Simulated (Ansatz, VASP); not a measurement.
# BN in VASP and in Ansatz

The input POSCAR:

```
BN
1.0
    2.3936019098      0.0000000000      0.0000000000
   -1.1968009549      2.0729200604      0.0000000000
    0.0000000000      0.0000000000      3.9591348069
B N
2 2
Direct
    0.6666666667      0.3333333333      0.0007834492
    0.3333333333      0.6666666667      0.5007834492
    0.6666666667      0.3333333333      0.3742165508
    0.3333333333      0.6666666667      0.8742165508
```

The input INCAR.step1:

```
  PREC = Accurate
  ENCUT = 520
  ISMEAR = 0
  SIGMA = 0.01
  LREAL = False
  LASPH = True
  NELM = 100
  NBANDS = 16
  GGA = PE
  ALGO = Normal
  EDIFF = 1E-4
  LWAVE = True
  LCHARG = False
```

The input INCAR.step2:

```
  PREC = Accurate
  ENCUT = 520
  EDIFF = 1E-6
  ISMEAR = 0
  SIGMA = 0.01
  LREAL = False
  LASPH = True
  NELM = 100
  ALGO = Normal
  ISIF = 2
  LWAVE = False
  LCHARG = True
  METAGGA = R2SCAN
  LMIXTAU = True
  LELF = True
  LVHAR = True
  NBANDS = 16
  ISTART = 1
```

Contents of KPOINTS:

```
Automatic mesh
0
Gamma
  12 12 6
```

Input for Ansatz:

```yaml
crystal:
  lattice:
    - [2.3936019098, 0.0, 0.0]
    - [-1.1968009549, 2.0729200604, 0.0]
    - [0.0, 0.0, 3.9591348069]
  atoms:
    - { symbol: B, position: [0.6666666667, 0.3333333333, 0.0007834492] }
    - { symbol: B, position: [0.3333333333, 0.6666666667, 0.5007834492] }
    - { symbol: "N", position: [0.6666666667, 0.3333333333, 0.3742165508] }
    - { symbol: "N", position: [0.3333333333, 0.6666666667, 0.8742165508] }
kpoints:
  mp_grid: { grid: [12, 12, 6] }
  band_path:
    path:
      - [0.0, 0.0, 0.0]
      - [0.5, 0.0, 0.0]
      - [0.3333333333, 0.3333333333, 0.0]
      - [0.0, 0.0, 0.5]
      - [0.5, 0.0, 0.5]
      - [0.3333333333, 0.3333333333, 0.5]
      - [0.1, 0.0, 0.0]
    npoints: 1
hamiltonian:
  xc: r2scan
scf:
  occupations: { method: fixed }
  n_extra_bands: 5
output:
  forces: true
  stress: true
  eigenvalues: true
```

Change from the starting cell: hydrostatic strain -5.9%.

Alike in both runs: task single point; functional r2SCAN; k mesh 12 × 12 × 6; no spin polarisation.

|  | VASP | Ansatz |
| --- | --- | --- |
| version | VASP 6.6.1 | Ansatz 0.2.0 |
| potentials or method | VASP PAW PBE potentials, release 64 (B, N) | plane waves, PAW |
| plane-wave cutoff (eV) | 520 | 500 |
| occupations | gaussian, width 0.01 eV | fixed |
| valence electrons in the cell | 16 | 16 |

```csv
,VASP,Ansatz,Ansatz less VASP
gap on the k mesh at the Fermi level (eV),5.29,5.34,+0.053
pressure (GPa),101.4,99.5,-1.88
largest component of the traceless stress (GPa),1.81,1.72,-0.090
```

Caveats: the cell as given lies far from equilibrium; so large a pressure means that the cell lies far from this level's equilibrium, or that cutoff or potentials fall short (VASP); the potentials were made for another functional, which shifts forces and pressure (VASP). A k mesh can miss the band edges.
